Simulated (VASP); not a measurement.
**Be: relaxation of cell and atoms with PBE+D3(BJ)**

Be:

```
CELL_PARAMETERS angstrom
0.00000 1.57905 1.57905
1.57905 0.00000 1.57905
1.57905 1.57905 0.00000
ATOMIC_POSITIONS crystal
Be 0.00000 0.00000 0.00000
```

The cell was built by a generator and needn't be a form met in nature.

| Property | Result |
| --- | --- |
| Program | VASP 6.6.1 |
| Task | relaxation of cell and atoms |
| Functional | PBE |
| Dispersion | D3(BJ) |
| Potentials or basis | VASP PAW PBE potentials, release 54 (Be) |
| Cutoff | 580 eV |
| k mesh | 14 × 14 × 14 |
| Occupations | fermi-dirac, width 0.05 eV |
| Spin | no spin polarisation |
| Optimiser | vasp |
| Further INCAR settings | ALGO = Normal; EDIFF = 1.00e-07; NBANDS = 25; IBRION = 2; EDIFFG = 1.00e-04; NSW = 60; ISIF = 3 |

The relaxed volume is 7.40 Å³/atom, the relaxed cell is a = 2.187 Å, b = 2.187 Å, c = 2.187 Å, α = 60.00°, β = 60.00°, γ = 60.00° and the space group after relaxing (to 0.05 Å) is Fm-3m (No. 225). The energy gained by relaxing is 11.9 meV/atom and the ionic steps are 3. The pressure after relaxing is 0.0 GPa and the band gap on the k mesh is none (metal or under the smearing width). The dispersion energy per atom is -0.380 eV.

The path:
```csv
step,energy change (eV),largest force (eV/Å),pressure (GPa),volume (Å³)
1,0.0000,0.0000,-7.54,7.87
2,-0.0117,0.0000,-1.17,7.46
3,-0.0119,0.0000,-0.05,7.40
```

Final structure:
```xyz
1
Lattice="0.0000 1.5464 1.5464 1.5464 0.0000 1.5464 1.5464 1.5464 0.0000" Properties=species:S:1:pos:R:3 pbc="T T T"
Be    0.0000    0.0000    0.0000
```

Levels at points of the mesh, in eV from the Fermi level:
| k point | band 1 | band 2 | band 3 | band 4 |
| --- | --- | --- | --- | --- |
| (0.00, 0.00, 0.00) | -12.18 | 20.50 | 20.50 | 20.50 |
| (0.50, 0.00, 0.00) | -5.50 | 0.26 | 17.40 | 17.40 |
| (0.50, 0.50, 0.00) | -2.74 | 4.15 | 10.05 | 10.05 |

Run time: 46 s on 1 thread of Intel(R) Xeon(R) Platinum 8488C (Sapphire Rapids), on a shared host, peak memory 0.14 GiB.

Caveat: pairwise dispersion overbinds metals, which lowers pressure and volume.
